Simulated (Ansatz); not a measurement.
**AlRu: stationary points along a deformation path**

These are results of Ansatz 0.2.0, DFT PBEsol, scalar-relativistic, plane waves, PAW, not measurements. The runs took a 420 eV cutoff, a Γ-centred 18×18×18 mesh and Gaussian smearing (0.15 eV). No spin polarisation. Energies are free energies at this smearing, counted from the undisturbed cell; pressure is positive in compression.

Zero of the scan (as given, not relaxed at this level; it stands at -3.3 GPa, and it needn't be the usual structure):

```xyz
2
Lattice="2.9916 0.0000 0.0000 0.0000 2.9916 0.0000 0.0000 0.0000 2.9916" Properties=species:S:1:pos:R:3 pbc="T T T"
Al    0.0000    0.0000    0.0000
Ru    1.4958    1.4958    1.4958
```

At fixed volume and fractional coordinates, lengths along (0.000, 0.000, 1.000) are scaled against those across it; ρ is that ratio over its starting value. V = 13.387 Å³/atom. Δσ is the stress along the axis less the mean stress across it (compression positive).

| ρ | ΔE (meV/atom) | Δσ (GPa) | space group |
| --- | --- | --- | --- |
| 0.650 | 1147.8 | 105.07 | P4/mmm |
| 0.707 | 731.9 | 75.10 | P4/mmm |
| 0.780 | 371.9 | 57.50 | P4/mmm |
| 0.850 | 148.2 | 35.53 | P4/mmm |
| 0.920 | 35.8 | 16.06 | P4/mmm |
| 0.960 | 8.3 | 7.37 | P4/mmm |
| 1.000 | 0.0 | 0.00 | Pm-3m |
| 1.050 | 11.3 | -8.16 | P4/mmm |
| 1.100 | 41.8 | -15.25 | P4/mmm |
| 1.200 | 143.8 | -26.03 | P4/mmm |
| 1.300 | 250.0 | -20.63 | P4/mmm |
| 1.414 | 344.6 | -22.27 | P4/mmm |
| 1.500 | 430.6 | -30.65 | P4/mmm |

**Question.** How does the stress give the slope of the energy, and where is the energy stationary?

**Answer.** Along the path d ln(length) is 2/3 d ln ρ on the axis and −1/3 d ln ρ across it, so dE/d ln ρ = −(2/3) V Δσ: the energy falls with ρ where Δσ is positive. Δσ vanishes or changes sign at ρ = 1.000 (Pm-3m), a minimum at 0.0 meV/atom. Pairs of stationary points between two samples would go unseen, and could change a minimum read from distant neighbours into a maximum. At ρ = 1.000 the cell is cubic, where symmetry alone makes the stress isotropic and the slope zero.

**Question.** Which shear constant sets the curvature at ρ = 1?

**Answer.** For a cubic crystal E/V = (2/3) C (ln ρ)² with C = C′ = (C11 − C12)/2, so Δσ = −2C ln ρ. The parabola of Δσ against ln ρ through ρ = 0.960, 1 and 1.050 gives C ≈ 87 GPa with the ions clamped, rough because the steps are large. It is the stress–strain coefficient at this cell's pressure of -3.3 GPa, not the zero-pressure constant.

**Question.** Integrate that slope from ρ = 1 to 1.200 by the trapezoid rule.

**Answer.** With V/N in Å³ and 1 eV/Å³ = 160.2 GPa the slopes at ρ = 1.000, 1.050, 1.100, 1.200 are 0, 455, 849, 1450 meV/atom per unit of ln ρ. The steps add 11.1 + 30.3 + 100.0 = 141.5 meV/atom, against 143.8 from the energies; the trapezoid rule misses the curvature of the slope within each step.

In a metal these slopes depend on the k mesh and the smearing.

Cost: 13 runs of about 1.1 core-minutes in all, on Intel Xeon 6975P-C (Granite Rapids) (shared hosts).